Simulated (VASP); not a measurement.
**ZnSe in VASP 6.6.1, single-point calculation**

INCAR

```
LCHARG = .FALSE.
LWAVE = .FALSE.
IBRION = -1
NBANDS = 16
GGA = PE
LREAL = .FALSE.
PREC = Accurate
NELM = 87
SIGMA = 0.01
NSW = 0
EDIFF = 1E-7
LASPH = .TRUE.
ISMEAR = 0
ISIF = 2
ENCUT = 520
```

KPOINTS

```
KPOINTS created by Atomic Simulation Environment
0
Gamma
8 8 8
0 0 0
```

POSCAR

```
Zn Se
 1.0000000000000000
     0.0000000000000000    2.8324206797113822    2.8324206797113822
     2.8324206797113822    0.0000000000000000    2.8324206797113822
     2.8324206797113822    2.8324206797113822    0.0000000000000000
 Zn  Se
   1   1
Cartesian
  0.0000000000000000 -0.0000000000000000  0.0000000000000000
  1.4162103398556911  1.4162103398556911  1.4162103398556911
```

The recommended PBE PAW datasets give the neutral cell 18 valence electrons.

Command

```
mpirun -np 1 vasp_std
```

Question: How does this run end, and what does it give?

Answer: It converged. Results: gap between bands v and c on the k mesh 1.30 eV; least direct gap on the k mesh 1.30 eV; pressure 2.4 GPa. Band v is the last that the valence electrons fill when counted band by band, and c is the next.

OSZICAR

```
N       E                     dE             d eps       ncg     rms          rms(c)
DAV:   1     0.855092014193E+02    0.85509E+02   -0.87729E+03   928   0.127E+03
DAV:   2    -0.921847093288E+00   -0.86431E+02   -0.81446E+02  1032   0.249E+02
DAV:   3    -0.626521018020E+01   -0.53434E+01   -0.53227E+01  1152   0.604E+01
DAV:   4    -0.630711465454E+01   -0.41904E-01   -0.41901E-01  1120   0.562E+00
DAV:   5    -0.630731135942E+01   -0.19670E-03   -0.19670E-03  1168   0.355E-01    0.476E+00
DAV:   6    -0.603810081906E+01    0.26921E+00   -0.53278E-01  1376   0.238E+01    0.363E+00
DAV:   7    -0.601900675946E+01    0.19094E-01   -0.15361E-01  1056   0.350E+00    0.155E+00
DAV:   8    -0.601879379001E+01    0.21297E-03   -0.43862E-03  1272   0.675E-01    0.451E-01
DAV:   9    -0.601902381723E+01   -0.23003E-03   -0.10934E-03  1080   0.251E-01    0.662E-02
DAV:  10    -0.601913079621E+01   -0.10698E-03   -0.19090E-04  1160   0.103E-01    0.217E-02
DAV:  11    -0.601912427315E+01    0.65231E-05   -0.35944E-05  1112   0.508E-02    0.475E-03
DAV:  12    -0.601912539307E+01   -0.11199E-05   -0.48466E-06  1168   0.130E-02    0.267E-03
DAV:  13    -0.601912556809E+01   -0.17502E-06   -0.48805E-07  1120   0.521E-03    0.999E-04
DAV:  14    -0.601912557228E+01   -0.41944E-08   -0.35099E-08   944   0.204E-03
   1 F= -.60191256E+01 E0= -.60191256E+01  d E =-.723183E-64
```

For comparison, a separate PBE run of the intended cell, on usual settings and not on those above, gives a gap of 1.30 eV on its mesh and a pressure of 2.4 GPa.
